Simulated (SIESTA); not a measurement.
CoO:

```
CELL_PARAMETERS angstrom
0.00000 2.13150 2.13150
2.13150 0.00000 2.13150
2.13150 2.13150 0.00000
ATOMIC_POSITIONS crystal
Co 0.00000 0.00000 0.00000
O 0.50000 0.50000 0.50000
```

Base run:

| Quantity | Value |
| --- | --- |
| Program | SIESTA 5.4.2 |
| Functional | PBE |
| Potentials or basis | PseudoDojo 0.4 standard (PBE files) |
| Basis | DZP (energy shift 0.003 Ry; two zetas on semicore shells) |
| Grid cutoff | 800 Ry |
| Energy shift | 0.003 Ry |
| k mesh | 11 × 11 × 11 |
| Occupations | fermi-dirac, width 0.05 eV |
| Spin | collinear spin, ferromagnetic start |
| Starting moments | [2.0, 0.0] μB |

Its results: band gap on the k mesh none (metal or under the smearing width); pressure -0.7 GPa; net moment 2.98 μB per cell; site moments Co +2.62; O +0.36 μB.

Question: After a change of settings the same cell gave: band gap on the k mesh none (metal or under the smearing width); pressure -8.2 GPa; net moment 2.89 μB per cell; site moments Co +2.54; O +0.35 μB. Which change was it?
A. basis from DZP (energy shift 0.003 Ry; two zetas on semicore shells) to DZ (energy shift 0.002 Ry); energy shift from 0.003 Ry to 0.002 Ry
B. functional from PBE to AM05; potentials or basis from PseudoDojo 0.4 standard (PBE files) to PseudoDojo 0.4 standard (PBEsol files)
C. functional from PBE to vdW-DF-cx
D. functional from PBE to BLYP

Answer: C.

Caveats: short orbitals over semicore shells can move pressures by several GPa; the basis of atomic orbitals isn't converged, which shifts pressures, moduli and gaps; a cell with one magnetic atom can't hold antiferromagnetic order, which such compounds often take; semilocal functionals often make such compounds metallic where correlation or magnetic order opens a gap, which also shifts bond lengths; the potentials were made for another functional, which shifts forces and pressure (some runs).

Not every run made on this cell is shown here.
